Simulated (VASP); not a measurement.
A run of VASP 6.6.1 is set up as follows.

File run.py:

```python
from ase import Atoms
from ase.calculators.vasp import Vasp
from ase.dft.bandgap import bandgap

atoms = Atoms(
    ['Cd'],
    cell=[[1.6080291515, 0.9283960635, 2.44928741], [-1.6080291515, 0.9283960635, 2.44928741], [0.0, -1.856792127, 2.44928741]],
    scaled_positions=[[0.0, 0.0, 0.0]],
    pbc=True,
)
calc = Vasp(
    directory='calc',
    xc='lda',
    pp='LDA',
    setups='recommended',
    pp_version='54',
    prec='Accurate',
    encut=520,
    ediff=1e-06,
    ismear=0,
    sigma=0.1,
    lreal=False,
    lasph=True,
    nelm=100,
    algo='Normal',
    isif=2,
    lwave=False,
    lcharg=False,
    kpts=[10, 10, 10],
    gamma=True,
)
atoms.calc = calc

print('energy (eV):', atoms.get_potential_energy())
print('free energy (eV):', atoms.get_potential_energy(force_consistent=True))
print('forces (eV/A):')
print(atoms.get_forces())
print('stress (eV/A^3, Voigt):', atoms.get_stress())
print('Fermi level (eV):', calc.get_fermi_level())
gap, top, bottom = bandgap(calc)
print('band gap (eV):', gap, 'from (spin, k, band)', top, 'to', bottom)
```

Potentials or basis: VASP PAW LDA potentials, release 54 (Cd).

Command:

```sh
$ python run.py
```

(1) What does it give for the band gap on the k mesh?

(2) What does it give for the pressure?

## Answers

(1) none (metal or under the smearing width).

(2) -4.5 GPa.
